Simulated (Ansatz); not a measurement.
## GaN: holes, doping and thermopower

Plane-wave DFT in Ansatz, PBEsol, scalar-relativistic PAW potentials, cutoff 420 eV, no spin-orbit coupling; no spin polarisation. GaN in space group P6_3mc. Boltzmann transport at 300 K in rigid bands with one relaxation time, bands interpolated from the k mesh 12×12×6; values are means over x, y, z.

| holes (cm⁻³) | size of S (μV/K) | σ/τ (Ω⁻¹ m⁻¹ s⁻¹) |
| --- | --- | --- |
| 10^18 | 616.6 | 1.85e+16 |
| 10^19 | ? | 1.85e+17 |
| 10^20 | 230.1 | 1.84e+18 |
| 10^21 | 81.3 | 1.9e+19 |

**Question.** Take the lowest doping as non-degenerate: get the effective density of states and the masses, and predict the missing S.

**Answer.** For parabolic bands and one τ, |S| = (k_B/e)(5/2 − η) with k_B/e = 86.17 μV/K and n = N e^η. The first row gives η = -4.66, N = 10.52×10¹⁹ cm⁻³ and, from N = 2.509×10¹⁹ cm⁻³ × m_d^(3/2), a density-of-states mass of 2.60 mₑ (all valleys and bands together). σ/τ = ne²/m_c gives a conductivity mass of 1.52 mₑ; m_d is 1.7 times m_c, the sign of several valleys, several bands or anisotropy. A decade of doping costs (k_B/e) ln 10 = 198.4 μV/K, which predicts 418 μV/K; the run gave 419.1. There η is about -2.4, where Fermi statistics begin to count, but their first corrections to η and to the mean carrier energy nearly cancel, so the rule still holds. At 10^21 cm⁻³ the rule would give 21 μV/K against 81.3: the gas is degenerate there. Scattering that depends on energy changes the 5/2, and whether such doping can be reached wasn't computed.

Cost: about 2.1 core-minutes for the runs cited, on AMD EPYC 9R45 (Zen 5) (shared hosts).